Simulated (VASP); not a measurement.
# RuS (Fm-3m) in VASP: further runs, part 2 of 2

VASP 6.6.1. Earlier steps stand in the parts before.

## (5) Single point, LDA+U, collinear spin, ferromagnetic start

This run uses another cell than the first one: it holds 2 atoms, not 4.

The input, INCAR:

```
ALGO = Normal ; EDIFF = 1E-6
ENCUT = 520 ; ISIF = 2
ISMEAR = 0 ; ISPIN = 2
LASPH = True ; LCHARG = True
LDAU = True ; LDAUJ = 0 0
LDAUL = 2 -1 ; LDAUPRINT = 1
LDAUTYPE = 2 ; LDAUU = 4 0
LELF = True ; LMAXMIX = 4
LORBIT = 11 ; LREAL = False
LVHAR = True ; LWAVE = False
MAGMOM = 1 0 ; NELM = 60
PREC = Accurate ; SIGMA = 0.05
```

The input, KPOINTS:

```
k-points
0
Gamma
  6 6 6
```

The input, POSCAR:

```
RuS
1.0
    0.0000000000      2.5467554600      2.5467554600
    2.5467554600      0.0000000000      2.5467554600
    2.5467554600      2.5467554600      0.0000000000
Ru S
1 1
Direct
    0.5000000000      0.5000000000      0.5000000000
    0.0000000000      0.0000000000      0.0000000000
```

Potentials or basis: VASP PAW LDA potentials, release 64 (Ru_pv, S).

On the command line:

```console
$ cat potpaw_LDA.64/Ru_pv/POTCAR potpaw_LDA.64/S/POTCAR > POTCAR
$ mpirun -np 1 vasp_std > vasp.out
```

OUTCAR:

```text
EDIFF = 1E-6
   ENCUT = 520
   ISIF = 2
   ISMEAR = 0
   ISPIN = 2
   LASPH = True
   LORBIT = 11
   LREAL = False
   NELM = 60
   PREC = Accurate

 ion  position               nearest neighbor table
   1  0.500  0.500  0.500-   2 2.55   2 2.55   2 2.55   2 2.55   2 2.55   2 2.55
   2  0.000  0.000  0.000-   1 2.55   1 2.55   1 2.55   1 2.55   1 2.55   1 2.55

  LATTYP: Found a face centered cubic cell.
 ALAT       =     5.0935109200

  Lattice vectors:

 A1 = (   0.0000000000,   2.5467554600,   2.5467554600)
 A2 = (   2.5467554600,   0.0000000000,   2.5467554600)
 A3 = (   2.5467554600,   2.5467554600,   0.0000000000)

Analysis of symmetry for initial positions (statically):
=====================================================================
 Subroutine PRICEL returns:
 Original cell was already a primitive cell.

 Routine SETGRP: Setting up the symmetry group for a
 face centered cubic supercell.

 Subroutine GETGRP returns: Found 48 space group operations
 (whereof 48 operations were pure point group operations)
 out of a pool of 48 trial point group operations.

The static configuration has the point symmetry O_h .

Analysis of symmetry for dynamics (positions and initial velocities):
=====================================================================
 Subroutine PRICEL returns:
 Original cell was already a primitive cell.

 Routine SETGRP: Setting up the symmetry group for a
 face centered cubic supercell.

 Subroutine GETGRP returns: Found 48 space group operations
 (whereof 48 operations were pure point group operations)
 out of a pool of 48 trial point group operations.

The dynamic configuration has the point symmetry O_h .

Analysis of structural, dynamic, and magnetic symmetry:
=====================================================================
 Subroutine PRICEL returns:
 Original cell was already a primitive cell.

 Routine SETGRP: Setting up the symmetry group for a
 face centered cubic supercell.

 Subroutine GETGRP returns: Found 48 space group operations
 (whereof 48 operations were pure point group operations)
 out of a pool of 48 trial point group operations.

The overall configuration has the point symmetry O_h .

 Subroutine INISYM returns: Found 48 space group operations
 (whereof 48 operations are pure point group operations),
 and found     1 'primitive' translations

----------------------------------------------------------------------------------------

                                     Primitive cell

  volume of cell :      33.0363

  direct lattice vectors                    reciprocal lattice vectors
     0.000000000  2.546755460  2.546755460    -0.196328233  0.196328233  0.196328233
     2.546755460  0.000000000  2.546755460     0.196328233 -0.196328233  0.196328233
     2.546755460  2.546755460  0.000000000     0.196328233  0.196328233 -0.196328233

  length of vectors
     3.601656112  3.601656112  3.601656112     0.340050475  0.340050475  0.340050475

  position of ions in fractional coordinates (direct lattice)
     0.500000000  0.500000000  0.500000000
     0.000000000  0.000000000  0.000000000

  ion indices of the primitive-cell ions
   primitive index   ion index
                 1           1
                 2           2

----------------------------------------------------------------------------------------
[... 142 lines left out ...]
  o =  0.6687  v =  0.0000  0.0000 -0.9996 -0.0000  0.0269  0.0000  0.0000  0.0000  0.0000  0.0000      0.0000  0.0000  0.0000  0.0000  0.0000  0.0000  0.0000  0.0000  0.0000  0.0000
  o =  0.8699  v =  0.0000 -0.9553 -0.0000 -0.2957 -0.0000  0.0000  0.0000  0.0000  0.0000  0.0000      0.0000  0.0000  0.0000  0.0000  0.0000  0.0000  0.0000  0.0000  0.0000  0.0000
  o =  0.8699  v =  1.0000  0.0000  0.0000  0.0000  0.0000  0.0000  0.0000  0.0000  0.0000  0.0000      0.0000  0.0000  0.0000  0.0000  0.0000  0.0000  0.0000  0.0000  0.0000  0.0000
  o =  0.8699  v =  0.0000 -0.2957 -0.0000  0.9553  0.0000  0.0000  0.0000  0.0000  0.0000  0.0000      0.0000  0.0000  0.0000  0.0000  0.0000  0.0000  0.0000  0.0000  0.0000  0.0000

 number of electron      20.0000000 magnetization       1.9446306

 Free energy of the ion-electron system (eV)
  ---------------------------------------------------
  ext. energy  EPLUGINS =         0.00000000
  ---------------------------------------------------
  free energy    TOTEN  =       -10.25421543 eV

  energy without entropy =      -10.25023537  energy(sigma->0) =      -10.25222540

 E-fermi :   8.5359     XC(G=0): -11.9968

 val. band max:        8.5312354576   @ k =  -0.3333   0.5000   0.1667
 cond. band min:       8.5479307055   @ k =   0.5000   0.3333   0.1667
 fundamental gap:      0.0166952478
 Fermi energy:         8.5358841373

 spin component 1

 k-point     1 :       0.0000    0.0000    0.0000
  band No.  band energies     occupation
      1     -34.2334      1.00000
      2     -34.2334      1.00000
      3     -34.2334      1.00000
      4      -6.3495      1.00000
      5       4.7690      1.00000
      6       4.7690      1.00000
      7       4.7690      1.00000
      8       5.3836      1.00000
      9       5.3836      1.00000
     10       6.6102      1.00000
     11       6.6102      1.00000
     12       6.6102      1.00000
[... 258 lines left out ...]
      1     -34.2720      1.00000
      2     -34.2588      1.00000
      3     -34.2528      1.00000
      4      -4.9590      1.00000
      5       2.8312      1.00000
      6       3.2044      1.00000
      7       3.2579      1.00000
      8       5.9726      1.00000
      9       6.2934      1.00000
     10       6.4137      1.00000
     11       7.2213      1.00000
     12       7.8393      1.00000
     13      13.3270      0.00000
     14      16.5205      0.00000
     15      17.5857      0.00000
 Fermi energy:         8.5358841373

 spin component 2

 k-point     1 :       0.0000    0.0000    0.0000
  band No.  band energies     occupation
      1     -33.0012      1.00000
      2     -33.0012      1.00000
      3     -33.0012      1.00000
      4      -6.2223      1.00000
      5       6.7229      1.00000
      6       6.7229      1.00000
      7       6.7229      1.00000
      8       6.7883      1.00000
      9       6.7883      1.00000
     10       6.7883      1.00000
     11       7.7234      1.00000
     12       7.7234      1.00000
[... 259 lines left out ...]
      2     -33.0284      1.00000
      3     -33.0220      1.00000
      4      -4.7145      1.00000
      5       3.1490      1.00000
      6       3.9123      1.00000
      7       3.9897      1.00000
      8       7.3119      1.00000
      9       8.5312      0.55230
     10       8.7095      0.00000
     11       9.3206      0.00000
     12      10.0000      0.00000
     13      13.9462      0.00000
     14      17.2242      0.00000
     15      17.8316      0.00000

------------------------ aborting loop because EDIFF is reached ----------------------------------------

  FORCE on cell =-STRESS in cart. coord.  units (eV):
  Direction    XX          YY          ZZ          XY          YZ          ZX
  --------------------------------------------------------------------------------------
  -------------------------------------------------------------------------------------
  Total       -3.1475514     -3.1475514     -3.1475514      0.0000000      0.0000000      0.0000000
  in kB     -152.6481955   -152.6481955   -152.6481955      0.0000000      0.0000000      0.0000000
  external PRESSURE =    -152.6481955 kB  Pullay stress =       0.0000000 kB

 VOLUME and BASIS-vectors are now :
 -----------------------------------------------------------------------------
  energy-cutoff  :      520.00
  volume of cell :       33.04
      direct lattice vectors                 reciprocal lattice vectors
     0.000000000  2.546755460  2.546755460    -0.196328233  0.196328233  0.196328233
     2.546755460  0.000000000  2.546755460     0.196328233 -0.196328233  0.196328233
     2.546755460  2.546755460  0.000000000     0.196328233  0.196328233 -0.196328233

 POSITION                                       TOTAL-FORCE (eV/Angst)
 -----------------------------------------------------------------------------------
      2.54676      2.54676      2.54676         0.000000      0.000000     -0.000000
      0.00000      0.00000      0.00000         0.000000     -0.000000      0.000000
 -----------------------------------------------------------------------------------
    total drift:                                0.000000      0.000000      0.000000

  FREE ENERGIE OF THE ION-ELECTRON SYSTEM (eV)
  ---------------------------------------------------
  free  energy   TOTEN  =       -10.2542154343 eV

  energy  without entropy=      -10.2502353678  energy(sigma->0) =      -10.25222540

 total charge

# of ion       s       p       d       tot
------------------------------------------
    1        0.241   6.143   6.044  12.428
    2        1.327   2.308   0.000   3.635
--------------------------------------------------
tot          1.568   8.451   6.044  16.063

 magnetization (x)

# of ion       s       p       d       tot
------------------------------------------
    1        0.037   0.017   1.796   1.850
    2        0.024   0.007   0.000   0.031
--------------------------------------------------
tot          0.061   0.024   1.796   1.881
```

Wall time 18 s (1 thread of Intel Xeon Platinum 8488C (Sapphire Rapids), shared host); peak memory 0.15 GiB.

What came out:

| Item | Value |
| --- | --- |
| Free energy | -10.2542 eV |
| Pressure | -15.3 GPa |
| Band gap on the k mesh | none (metal or under the smearing width) |
| Net moment | 1.94 μB per cell |
| Site moments | Ru +1.85; S +0.03 μB |
| Valence electrons inside the program's atomic spheres | Ru 12.43; S 3.63 |

Levels at points of the mesh, in eV from the Fermi level:
Spin up:
```
           k point  band 7  band 8  band 9  band 10  band 11  band 12  band 13  band 14  band 15
(0.00, 0.00, 0.00)   -3.77   -3.15   -3.15    -1.93    -1.93    -1.93     3.08    10.30    10.38
(0.50, 0.00, 0.00)   -5.77   -2.53   -2.53    -1.68     2.68     2.68     3.43     6.69     6.69
(0.50, 0.50, 0.00)   -3.37   -3.37   -2.58    -2.24    -2.24    -0.69     2.48     8.28    10.38
```
Spin down:
```tsv
k point	band 6	band 7	band 8	band 9	band 10	band 11	band 12	band 13
(0.00, 0.00, 0.00)	-1.81	-1.81	-1.75	-1.75	-1.75	-0.81	-0.81	3.35
(0.50, 0.00, 0.00)	-4.60	-4.60	-0.19	-0.19	0.34	3.58	4.33	4.33
(0.50, 0.50, 0.00)	-3.23	-3.23	-3.04	-0.10	0.17	0.17	1.69	3.04
```

Eigenvalues of the final occupation matrices:
```tsv
site	spin	trace	eigenvalues
site 1 d	1	3.95	0.67 0.67 0.87 0.87 0.87
site 1 d	2	2.14	0.28 0.28 0.53 0.53 0.53
```

## (6) The runs side by side

| spin | U | fixed moment (μB) | supercell matrix | gap on the mesh (eV) | pressure (GPa) | moment (μB) |
| --- | --- | --- | --- | --- | --- | --- |
| collinear, ferrimagnetic start | Ru d U = 2 eV | - | [1, 0, 0, 0, 1, 0, 0, 0, 2] | none | -21.9 | 0.56 |
| collinear, random start | Ru d U = 2 eV | - | - | none | -22.1 | 0.82 |
| collinear, ferromagnetic start | Ru d U = 2 eV | 0 | - | - | -21.7 | 0.00 |
| collinear, ferromagnetic start | Ru d U = 4 eV | - | - | none | -15.3 | 1.94 |

Alike in all rows: task single point; level LDA+U; potentials or basis VASP PAW LDA potentials, release 64 (Ru_pv, S); cell as given; k mesh 6 × 6 × 6; cutoff (eV) 520; smearing gaussian 0.05 eV.

Every run on the cell as given and a fine mesh finds a metal.

Caveats: the total moment is fixed, so each spin has its own Fermi level (some runs).

Absolute energies hang on the potentials; compare differences alone.
